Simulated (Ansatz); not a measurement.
# ZnF2 (rutile): the cost of one run

Method: DFT PBEsol, scalar-relativistic, plane waves, PAW, in Ansatz 0.2.0.

## 1. The structure to begin with

Symmetry: P4_2/mnm, No. 136, tetragonal system. The conventional cell has a = 4.704 Å, b = 4.704 Å, c = 3.134 Å, α = 90.00°, β = 90.00°, γ = 90.00°. Zn (site symmetry mmm) has 6 F at 2.02 to 2.04 Å as nearest neighbours. F (site symmetry m2m) has 3 Zn at 2.02 to 2.04 Å as nearest neighbours.

Coordinates:

```
Zn F
1.0
     4.70400    0.00000    0.00000
     0.00000    4.70400    0.00000
     0.00000    0.00000    3.13400
Zn F
2 4
Cartesian
  0.0000 0.0000 0.0000
  2.3520 2.3520 1.5670
  1.4253 1.4253 0.0000
  3.2787 3.2787 0.0000
  0.9267 3.7773 1.5670
  3.7773 0.9267 1.5670
```

## 2. Cell and atoms relaxed at 0 GPa

Contents of input.yaml:

```yaml
crystal:
  lattice:
    - [4.704, 0.0, 0.0]
    - [0.0, 4.704, 0.0]
    - [0.0, 0.0, 3.134]
  atoms:
    - { symbol: Zn, position: [0.0, 0.0, 0.0] }
    - { symbol: Zn, position: [0.5, 0.5, 0.5] }
    - { symbol: F, position: [0.303, 0.303, 0.0] }
    - { symbol: F, position: [0.697, 0.697, 0.0] }
    - { symbol: F, position: [0.197, 0.803, 0.5] }
    - { symbol: F, position: [0.803, 0.197, 0.5] }
scf:
  occupations: { method: fixed }
output:
  forces: true
  stress: true
  eigenvalues: true
  write_density: true
  write_potential: true
  elf: true
  volumetric_format: npy
hamiltonian:
  xc: pbesol
basis:
  ecutwfc: 560
kpoints:
  mp_grid: { grid: [6, 6, 9] }
relax:
  f_tol: 0.002
  max_steps: 60
  cell: { stress_tol: 0.02, p_target: 0 }
```

Launch:

```console
$ ansatz run input.yaml --threads 3 --pin off --max-ram 8192MiB --backend cpu --events-out ev --progress --plain --runs-dir out
```

What time and memory should one allow on 3 threads of Arm Neoverse N1, shared host?

About 38 s, with a peak of 0.48 GiB.
